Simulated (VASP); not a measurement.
## A VASP 6.6.1 single-point calculation on BaHfO3

INCAR

```
ISPIN = 2
MAGMOM = -2 2 2 -2 -2
IBRION = -1
LCHARG = .FALSE.
LASPH = .TRUE.
NSW = 0
NELM = 120
LWAVE = .FALSE.
EDIFF = 1E-7
ENCUT = 520
ISMEAR = -1
SIGMA = 0.02
PREC = Accurate
GGA = PE
ISIF = 2
LREAL = .FALSE.
NBANDS = 27
```

KPOINTS

```
KPOINTS created by Atomic Simulation Environment
0
Gamma
6 6 6
0 0 0
```

POSCAR

```
Ba Hf O
 1.0000000000000000
     4.0517470077000004    0.0000000000000000    0.0000000000000000
     0.0000000000000000    4.0517470077000004    0.0000000000000000
     0.0000000000000000    0.0000000000000000    4.0517470077000004
 Ba  Hf  O
   1   1   3
Cartesian
  0.0000000000000000  0.0000000000000000  0.0000000000000000
  2.0258735038500002  2.0258735038500002  2.0258735038500002
  2.0258735038500002  2.0258735038500002  0.0000000000000000
  2.0258735038500002  0.0000000000000000  2.0258735038500002
  0.0000000000000000  2.0258735038500002  2.0258735038500002
```

The recommended PBE PAW datasets give the neutral cell 38 valence electrons.

Command

```
mpirun -np 1 vasp_std
```

Task: Predict the outcome of this run.

Result: It converged. Results: pressure 22.0 GPa; magnetic moment of the cell 0.00 μB.

OSZICAR

```
N       E                     dE             d eps       ncg     rms          rms(c)
DAV:   1     0.224687825412E+03    0.22469E+03   -0.21407E+04  4320   0.139E+03
DAV:   2    -0.326629442092E+02   -0.25735E+03   -0.24914E+03  5268   0.326E+02
DAV:   3    -0.446474660387E+02   -0.11985E+02   -0.11928E+02  5773   0.653E+01
DAV:   4    -0.448106377081E+02   -0.16317E+00   -0.16298E+00  5834   0.704E+00
DAV:   5    -0.448134379568E+02   -0.28002E-02   -0.27997E-02  5649   0.642E-01    0.756E+01
DAV:   6    -0.428886684340E+02    0.19248E+01   -0.30565E+01  4831   0.350E+01    0.593E+01
DAV:   7    -0.430485434512E+02   -0.15988E+00   -0.22316E+00  5168   0.892E+00    0.357E+01
DAV:   8    -0.430912155169E+02   -0.42672E-01   -0.39916E-01  4903   0.442E+00    0.972E+00
DAV:   9    -0.430763235689E+02    0.14892E-01   -0.62116E-02  5460   0.166E+00    0.175E+00
DAV:  10    -0.430759528679E+02    0.37070E-03   -0.95160E-03  5086   0.611E-01    0.634E-01
DAV:  11    -0.430759193386E+02    0.33529E-04   -0.14539E-03  5313   0.257E-01    0.238E-01
DAV:  12    -0.430759811278E+02   -0.61789E-04   -0.14894E-04  5193   0.787E-02    0.397E-02
DAV:  13    -0.430759966339E+02   -0.15506E-04   -0.81150E-06  5900   0.183E-02    0.221E-02
DAV:  14    -0.430760111277E+02   -0.14494E-04   -0.14396E-05  4837   0.258E-02    0.223E-02
DAV:  15    -0.430760136050E+02   -0.24773E-05   -0.32028E-06  5939   0.111E-02    0.599E-03
DAV:  16    -0.430760137169E+02   -0.11191E-06   -0.28831E-07  5206   0.364E-03    0.657E-03
DAV:  17    -0.430760136012E+02    0.11572E-06   -0.83945E-08  3791   0.205E-03    0.362E-03
DAV:  18    -0.430760135651E+02    0.36068E-07   -0.11678E-08  2472   0.765E-04
   1 F= -.43076014E+02 E0= -.43076014E+02  d E =-.435399E-11  mag=     0.0000
```

For comparison, a separate PBE run of the intended cell, on usual settings and not on those above, gives a gap of 3.74 eV on its mesh and a pressure of 22.0 GPa.
